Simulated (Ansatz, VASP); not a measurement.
# Two plane-wave programs on Nb

```
Nb
1.0
     2.11143    0.00000    0.00000
     0.00000    2.11143    0.00000
     0.00000    0.00000    2.11143
Nb
1
Direct
  0.00000 0.00000 0.00000
```

Change from the starting cell: volume scaled by 0.5, PAW files.

Alike in both runs: task single point; functional LDA; k mesh 14 × 14 × 14; occupations fermi-dirac, width 0.05 eV; no spin polarisation.

|  | VASP | Ansatz |
| --- | --- | --- |
| version | VASP 6.6.1 | Ansatz 0.2.0 |
| potentials or method | VASP PAW LDA potentials, release 64 (Nb_sv) | PAW with Ansatz's default frozen-core files, scalar-relativistic |
| plane-wave cutoff (eV) | 520 | 420 |
| valence electrons in the cell | 13 | 13 |

|  | VASP | Ansatz | Ansatz less VASP |
| --- | --- | --- | --- |
| pressure (GPa) | 419.3 | 416.2 | -3.05 |

Caveats: the cell as given lies far from equilibrium; so large a pressure means that the cell lies far from this level's equilibrium, or that cutoff or potentials fall short (VASP).
